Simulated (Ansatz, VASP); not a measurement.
**One calculation of CdTe, two programs**

```
CELL_PARAMETERS angstrom
0.00000 3.30869 3.30869
3.30869 0.00000 3.30869
3.30869 3.30869 0.00000
ATOMIC_POSITIONS crystal
Cd 0.00000 0.00000 0.00000
Te 0.75000 0.75000 0.75000
```

Alike in both runs: task relaxation of cell and atoms; functional PBE; k mesh 10 × 10 × 10; no spin polarisation.

|  | VASP | Ansatz |
| --- | --- | --- |
| version | VASP 6.6.1 | Ansatz 0.2.0 |
| potentials or method | VASP PAW PBE potentials, release 64 (Cd, Te) | scalar-relativistic, plane waves, PAW |
| plane-wave cutoff (eV) | 600 | 420 |
| occupations | gaussian, width 0.01 eV | fixed |
| valence electrons in the cell | 18 | 36 |

Ansatz gave:

| Property | Result |
| --- | --- |
| gap on the k mesh at the Fermi level, each at its own relaxed structure (eV) | 0.59 |
| relaxed volume (Å³/atom) | 36.24 |
| relaxed cell length with the largest relative difference (Å) | 4.680 |

Task: Which values does VASP return?

Result: gap on the k mesh at the Fermi level, each at its own relaxed structure (eV): 0.58; relaxed volume (Å³/atom): 36.32; relaxed cell length with the largest relative difference (Å): 4.684.

The two sets of potentials don't hold the same shells in valence.

Caveats: spin-orbit coupling is left out, which moves the levels of the heavy elements.
